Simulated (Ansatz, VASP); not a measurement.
# Two plane-wave programs on TiH

The input INCAR:

```
PREC     = Accurate       # precision mode
ENCUT    = 600            # plane-wave cutoff, eV
EDIFF    = 1E-6           # SCF threshold, eV
ISMEAR   = -1             # smearing method
SIGMA    = 0.05           # smearing width, eV
LREAL    = False          # projectors in reciprocal space
LASPH    = True           # aspherical terms in the spheres
NELM     = 100            # most SCF steps
ALGO     = Normal         # electronic algorithm
ISIF     = 3              # what is computed and relaxed
LWAVE    = False          # write WAVECAR
LCHARG   = False          # write CHGCAR
IBRION   = 2              # ionic algorithm
NSW      = 80             # ionic steps
EDIFFG   = -0.01          # ionic threshold
```

File KPOINTS:

```
regular mesh
0
Gamma
  11 11 11
```

The input POSCAR:

```
TiH
1.0
    0.0000000000      2.0896970000      2.0896970000
    2.0896970000      0.0000000000      2.0896970000
    2.0896970000      2.0896970000      0.0000000000
Ti H
1 1
Direct
    0.0000000000      0.0000000000      0.0000000000
    0.5000000000      0.5000000000      0.5000000000
```

Input for Ansatz:

```yaml
crystal:
  lattice:
    - [0.0, 2.089697, 2.089697]
    - [2.089697, 0.0, 2.089697]
    - [2.089697, 2.089697, 0.0]
  atoms:
    - { symbol: Ti, position: [0.0, 0.0, 0.0] }
    - { symbol: H, position: [0.5, 0.5, 0.5] }
basis:
  ecutwfc: 517.016338673772
kpoints:
  mp_grid:
    grid: [11, 11, 11]
hamiltonian:
  xc: lda
  dispersion: none
scf:
  occupations:
    method: fermi_dirac
    width: 0.05
relax:
  cell: {}
```

The cell comes from a database or a generator and needn't be the stable form of this composition.

Alike in both runs: task relaxation of cell and atoms; functional LDA; k mesh 11 × 11 × 11; occupations fermi-dirac, width 0.05 eV; no spin polarisation.

|  | VASP | Ansatz |
| --- | --- | --- |
| version | VASP 6.6.1 | Ansatz 0.2.0 |
| potentials or method | VASP PAW LDA potentials, release 64 (Ti_sv, H) | plane waves, PAW |
| plane-wave cutoff (eV) | 600 | 517 |
| valence electrons in the cell | 13 | 13 |

```csv
,VASP,Ansatz,Ansatz less VASP
relaxed volume (Å³/atom),8.65,8.64,-0.008
relaxed cell length with the largest relative difference (Å),2.903,2.902,-0.0009
energy change over the relaxation (meV/atom),-12,-12,-0.6
```
